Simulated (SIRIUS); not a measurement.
NaF (Villiaumite) in SIRIUS: convergence with k mesh

Input of the first run (k mesh 2 × 2 × 2); the others differ in this setting and in those tied to it:

Contents of sirius.json:

```json
{
  "control": {
    "processing_unit": "cpu",
    "verbosity": 2,
    "num_bands_to_print": 15,
    "print_forces": true,
    "print_stress": true
  },
  "parameters": {
    "electronic_structure_method": "pseudopotential",
    "xc_functionals": ["XC_LDA_X", "XC_LDA_C_PW"],
    "gk_cutoff": 9.4,
    "pw_cutoff": 18.8,
    "ngridk": [2, 2, 2],
    "shiftk": [0, 0, 0],
    "smearing": "gaussian",
    "smearing_width": 0.0018374661,
    "num_bands": 15,
    "num_mag_dims": 0,
    "num_dft_iter": 100,
    "energy_tol": 1e-08,
    "density_tol": 1e-06
  },
  "iterative_solver": {
    "type": "davidson",
    "min_tolerance": 1e-10
  },
  "mixer": {
    "type": "anderson",
    "beta": 0.7,
    "max_history": 8
  },
  "settings": {
    "tol_ne": 1e-10
  },
  "unit_cell": {
    "lattice_vectors": [
      [0.0, 4.384164609132, 4.384164609132],
      [4.384164609132, 0.0, 4.384164609132],
      [4.384164609132, 4.384164609132, 0.0]
    ],
    "atom_coordinate_units": "lattice",
    "atom_types": ["Na", "F"],
    "atom_files": {
      "F": "F.json",
      "Na": "Na.json"
    },
    "atoms": {
      "Na": [
        [0.0, 0.0, 0.0]
      ],
      "F": [
        [0.5, 0.5, 0.5]
      ]
    }
  }
}
```

Potentials or basis: PseudoDojo 0.4.1 LDA stringent (scalar relativistic).

Launch:

```console
$ upf_to_json F.upf
$ upf_to_json Na.upf
$ OMP_NUM_THREADS=1 sirius.scf --input=sirius.json --output=out.json --task=0
```

Hardware: 1 thread of Arm Neoverse V1 (shared host).

Q: The values tried are 2 × 2 × 2, 4 × 4 × 4, 6 × 6 × 6, 7 × 7 × 7, 8 × 8 × 8, 10 × 10 × 10, 12 × 12 × 12, 15 × 15 × 15, loosest first. From which on does the pressure stay within 0.1 GPa of the tightest run that finished?

A: From 4 × 4 × 4 on.

| k mesh | energy less the tightest run, at zero smearing (meV/atom) | pressure (GPa) | gap on the mesh (eV) | SCF cycles | CPU time (s) | peak memory (GiB) |
| --- | --- | --- | --- | --- | --- | --- |
| 2 × 2 × 2 | 68.62 | -3.19 | 5.846 | 17 | 6.1 | 0.18 |
| 4 × 4 × 4 | 0.24 | -4.48 | 5.970 | 15 | 9.5 | 0.18 |
| 6 × 6 × 6 | 0.00 | -4.48 | 5.971 | 15 | 15 | 0.18 |
| 7 × 7 × 7 | 0.00 | -4.48 | 5.971 | 15 | 18 | 0.19 |
| 8 × 8 × 8 | 0.00 | -4.48 | 5.971 | 16 | 27 | 0.21 |
| 10 × 10 × 10 | 0.00 | -4.48 | 5.971 | 14 | 37 | 0.27 |
| 12 × 12 × 12 | 0.00 | -4.48 | 5.971 | 14 | 56 | 0.34 |
| 15 × 15 × 15 | 0.00 | -4.48 | 5.971 | 14 | 91 | 0.5 |

Against the tightest run, the energy stays within 1 meV/atom from 4 × 4 × 4 on; the gap on the mesh stays within 0.01 eV from 4 × 4 × 4 on. Meshes of other sizes hit other points, so gaps and Fermi surfaces needn't settle smoothly. The tightest run that finished is the yardstick and may itself not be fully converged.

Caveat, for the tightest run too: an odd mesh through Γ misses points on the zone boundary, where band edges often lie.
